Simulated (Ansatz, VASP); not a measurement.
**One calculation of W, two programs**

```
CELL_PARAMETERS angstrom
-1.62369 1.62369 1.62369
1.62369 -1.62369 1.62369
1.62369 1.62369 -1.62369
ATOMIC_POSITIONS crystal
W 0.00000 0.00000 0.00000
```

Change from the starting cell: equal engineering shear yz, xz and xy +0.0000, equal normal strain along x, y and z +0.0200.

Alike in both runs: task single point; functional PBE; k mesh 20 × 20 × 20; occupations gaussian, width 0.15 eV; no spin polarisation.

|  | VASP | Ansatz |
| --- | --- | --- |
| version | VASP 6.6.1 | Ansatz 0.2.0 |
| potentials or method | VASP PAW PBE potentials, release 64 (W_sv) | scalar-relativistic, plane waves, PAW |
| plane-wave cutoff (eV) | 520 | 420 |
| valence electrons in the cell | 14 | 14 |

Ansatz gave:

| Item | Value |
| --- | --- |
| gap on the k mesh at the Fermi level (eV) | none |
| pressure (GPa) | -15.9 |

Question: Estimate VASP's values.

Answer: gap on the k mesh at the Fermi level (eV): none; pressure (GPa): -15.7.

A gap of «none» marks a metal or a gap that the smearing closes.

Caveats: so large a pressure means that the cell lies far from this level's equilibrium, or that cutoff or potentials fall short (VASP). Spin-orbit coupling is left out, which matters for the levels of W.
